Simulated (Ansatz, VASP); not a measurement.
One calculation of CaO, two programs

```
Ca O
1.0
     3.99198    0.00000    0.00000
    -1.99599    3.45715    0.00000
     0.00000    0.00000    4.78484
Ca O
2 2
Direct
  0.33333 0.66667 0.75000
  0.66667 0.33333 0.25000
  0.33333 0.66667 0.25000
  0.66667 0.33333 0.75000
```

The cell comes from a database or a generator and needn't be the stable form of this composition.

Alike in both runs: task single point; functional LDA; k mesh 9 × 9 × 6; occupations gaussian, width 0.05 eV; no spin polarisation.

|  | VASP | Ansatz |
| --- | --- | --- |
| version | VASP 6.6.1 | Ansatz 0.2.0 |
| potentials or method | VASP PAW LDA potentials, release 64 (Ca_sv, O) | scalar-relativistic, plane waves, PAW |
| plane-wave cutoff (eV) | 520 | 420 |
| valence electrons in the cell | 32 | 32 |

Ansatz gave:

```
gap on the k mesh at the Fermi level (eV)       : 3.01
least direct gap on the mesh (eV)               : 3.01
pressure (GPa)                                  : -5.7
largest component of the traceless stress (GPa) : 0.52
```

Question: What did VASP give for the same quantities?

Answer: gap on the k mesh at the Fermi level (eV): 3.00; least direct gap on the mesh (eV): 3.00; pressure (GPa): -5.2; largest component of the traceless stress (GPa): 0.51.

Caveats: an odd mesh through Γ misses points on the zone boundary, where band edges often lie. Expect the measured gap to be larger: semilocal functionals such as LDA lack the derivative discontinuity.
